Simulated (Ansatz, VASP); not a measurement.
**One calculation of HfSi47 (a cell with a defect) (Silicon), two programs**

```
CELL_PARAMETERS angstrom
7.33200 0.00000 0.00000
-4.88800 8.46626 0.00000
0.00000 0.00000 8.30400
ATOMIC_POSITIONS crystal
Hf 0.11273 0.16600 0.12500
Si 0.11083 0.16829 0.62500
Si 0.10830 0.42183 0.12500
Si 0.10665 0.41670 0.62500
Si 0.10948 0.66581 0.12500
Si 0.10840 0.66741 0.62500
Si 0.11009 0.90865 0.12500
Si 0.11180 0.91761 0.62500
Si 0.45134 0.16673 0.12500
Si 0.44432 0.16943 0.62500
Si 0.45316 0.42437 0.12500
Si 0.44575 0.41730 0.62500
Si 0.43812 0.66243 0.12500
Si 0.44316 0.66740 0.62500
Si 0.44301 0.91571 0.12500
Si 0.44529 0.91825 0.62500
Si 0.77193 0.16643 0.12500
Si 0.77634 0.16944 0.62500
Si 0.77727 0.41727 0.12500
Si 0.77689 0.41749 0.62500
Si 0.78118 0.67004 0.12500
Si 0.77732 0.66821 0.62500
Si 0.76713 0.90925 0.12500
Si 0.77749 0.91697 0.62500
Si 0.22526 0.08172 0.37990
Si 0.22526 0.08172 0.87010
Si 0.22454 0.33535 0.38010
Si 0.22454 0.33535 0.86990
Si 0.22120 0.58232 0.37548
Si 0.22120 0.58232 0.87452
Si 0.22381 0.83433 0.37501
Si 0.22381 0.83433 0.87499
Si 0.55781 0.08447 0.37447
Si 0.55781 0.08447 0.87553
Si 0.55815 0.33404 0.37587
Si 0.55815 0.33404 0.87413
Si 0.55464 0.58239 0.37564
Si 0.55464 0.58239 0.87436
Si 0.55567 0.83238 0.37465
Si 0.55567 0.83238 0.87535
Si 0.88623 0.08022 0.38163
Si 0.88623 0.08022 0.86837
Si 0.88938 0.33388 0.37395
Si 0.88938 0.33388 0.87605
Si 0.89078 0.58349 0.37571
Si 0.89078 0.58349 0.87429
Si 0.88854 0.83088 0.37539
Si 0.88854 0.83088 0.87461
```

Alike in both runs: functional PBE; k mesh 3 × 2 × 2; occupations fermi-dirac, width 0.01 eV; no spin polarisation.

Ansatz relaxed the structure, and its values are those at the end. VASP's run is a single point on that final structure, the one shown.

```csv
,VASP,Ansatz
version,VASP 6.6.1,Ansatz 0.2.0
potentials or method,"VASP PAW PBE potentials, release 64 (Hf_pv, Si)","plane-wave PAW, scalar-relativistic"
plane-wave cutoff (eV),520,420
valence electrons in the cell,198,214
```

Ansatz gave:

```
rms of the force components (eV/Å) : 0.005
```

Question: Which values does VASP return?

Answer: rms of the force components (eV/Å): 0.017.

The functional is the same, so the differences come from potentials, cutoffs and numerics. The two sets of potentials don't hold the same shells in valence. Ansatz warned: «gradients_without_spin_orbit».

Caveats: the k mesh is coarse (spacing up to 0.38 Å⁻¹), so the values aren't converged. The runs have no spin-orbit coupling, so splittings on Hf are missing.
